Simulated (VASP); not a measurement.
Wanted: the native input for a VASP 6.6.1 run.

```yaml
Task: relaxation of cell and atoms
Functional: BLYP
Dispersion: D3
Potentials_or_basis: VASP PAW PBE potentials, release 64 (Ni)
Cutoff: 600 eV
k_mesh: 13 × 13 × 13
Occupations: fermi-dirac, width 0.05 eV
Spin: collinear spin, ferromagnetic start
Starting_moments: "[1.0] μB"
Further_INCAR_settings: ALGO = Fast; EDIFF = 1e-06; IBRION = 2; EDIFFG = -0.02; NSW = 40; ISIF = 3
```

The structure of Ni lies in POSCAR:

```
Ni
1.0
    0.0000000000      1.7375729330      1.7375729330
    1.7375729330      0.0000000000      1.7375729330
    1.7375729330      1.7375729330      0.0000000000
Ni
1
Direct
    0.0000000000      0.0000000000      0.0000000000
```

One way to write it, as run:

INCAR

```
PREC = Accurate
ENCUT = 600
EDIFF = 1E-6
ISMEAR = -1
SIGMA = 0.05
LREAL = False
LASPH = True
NELM = 150
ALGO = Fast
ISIF = 3
LWAVE = False
LCHARG = False
ISPIN = 2
MAGMOM = 1
LORBIT = 11
LMAXMIX = 4
GGA = B5
ALDAX = 1.0
AGGAX = 1.0
AGGAC = 1.0
ALDAC = 0.0
IVDW = 11
VDW_S6 = 1.0
VDW_S8 = 1.682
VDW_SR = 1.094
VDW_SR8 = 1.0
IBRION = 2
NSW = 40
EDIFFG = -0.02
```

KPOINTS

```
Automatic mesh
0
Gamma
  13 13 13
```

Potentials or basis: VASP PAW PBE potentials, release 64 (Ni).

Launch:

```sh
$ cat potpaw_PBE.64/Ni/POTCAR > POTCAR
$ mpirun -np 1 vasp_std > vasp.out
```

Results of the run:

```json
{
  "Relaxed volume": "10.59 Å³/atom",
  "Relaxed cell": "a = 2.465 Å, b = 2.465 Å, c = 2.465 Å, α = 60.00°, β = 60.00°, γ = 60.00°",
  "Space group after relaxing (to 0.05 Å)": "Fm-3m (No. 225)",
  "Energy gained by relaxing": "0.6 meV/atom",
  "Ionic steps": "3",
  "Pressure after relaxing": "0.0 GPa",
  "Band gap on the k mesh": "none (metal or under the smearing width)",
  "Net moment": "0.61 μB per cell",
  "Site moments": "Ni +0.62 μB",
  "Valence electrons inside the program's atomic spheres": "Ni 9.40",
  "Dispersion energy per atom": "-0.795 eV"
}
```

Caveat: the PAW data sets were made with another functional, which shifts forces and pressure a little; pairwise dispersion overbinds metals, which lowers pressure and volume.

Run time: 26 s on 1 thread of Intel(R) Xeon(R) 6975P-C (Granite Rapids) (shared host), peak memory 0.16 GiB.
